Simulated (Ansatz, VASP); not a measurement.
# One calculation of Ni, two programs

File INCAR:

```
SYSTEM = Ni
ALGO = Normal
EDIFF = 1E-6
ENCUT = 520
GGA = PS
ISIF = 2
ISMEAR = -1
LASPH = .True.
LCHARG = .False.
LREAL = .False.
LWAVE = .False.
NBANDS = 22
NELM = 80
PREC = Accurate
SIGMA = 0.1
```

KPOINTS

```
k-points
0
Gamma
  10 10 15
  0 0 0
```

POSCAR

```
Ni
1.0
    3.8230169518      0.0000000000      0.0000000000
   -1.9115084759      3.3108297993      0.0000000000
    0.0000000000      0.0000000000      2.2992450910
Ni
3
Direct
    1.0000000000      1.0000000000      0.0000000000
    0.3333333333      0.6666666667      0.5000000000
    0.6666666667      0.3333333333      0.5000000000
```

Input for Ansatz:

```yaml
crystal:
  lattice:
    - [3.8230169518, 0.0, 0.0]
    - [-1.9115084759, 3.3108297993, 0.0]
    - [0.0, 0.0, 2.299245091]
  atoms:
    - { symbol: Ni, position: [1.0, 1.0, 0.0] }
    - { symbol: Ni, position: [0.3333333333, 0.6666666667, 0.5] }
    - { symbol: Ni, position: [0.6666666667, 0.3333333333, 0.5] }
hamiltonian:
  xc: pbesol
  pseudopotentials:
    kind: paw
    azcp:
      Ni: "pseudopotentials/Ni.paw.azcp"
basis:
  ecutwfc: 420
  fft_grid_basis: typed
kpoints:
  mp_grid: { grid: [10, 10, 15], shift: [0, 0, 0] }
magnetization:
  spin_polarized: false
scf:
  occupations: { method: fermi_dirac, width: 0.1 }
  lower_state_search: "off"
output:
  stress: true
  write_density: true
  write_potential: true
  elf: true
  volumetric_format: npy
```

Alike in both runs: task single point; functional PBEsol; k mesh 10 × 10 × 15; occupations fermi-dirac, width 0.1 eV; no spin polarisation.

|  | VASP | Ansatz |
| --- | --- | --- |
| version | VASP 6.6.1 | Ansatz 0.2.0 |
| potentials or method | VASP PAW PBE potentials, release 64 (Ni) | plane waves (420 eV) with PAW, scalar-relativistic |
| plane-wave cutoff (eV) | 520 | 420 |
| valence electrons in the cell | 30 | 54 |

Ansatz gave:

* pressure (GPa): 22.7
* largest component of the traceless stress (GPa): 0.71

Problem. What did VASP give for the same quantities?

Solution. Pressure (GPa): 22.3; largest component of the traceless stress (GPa): 0.78.

The two sets of potentials don't hold the same shells in valence. Ansatz warned: «pseudo_functional_mismatch».

Caveats: so large a pressure means that the cell lies far from this level's equilibrium, or that cutoff or potentials fall short (VASP); the potentials were made for another functional, which shifts forces and pressure (VASP); the run has no spin polarisation, though such a crystal can be magnetic. Spin polarisation is off, so any magnetic state and its effect on volume and gap are missing.
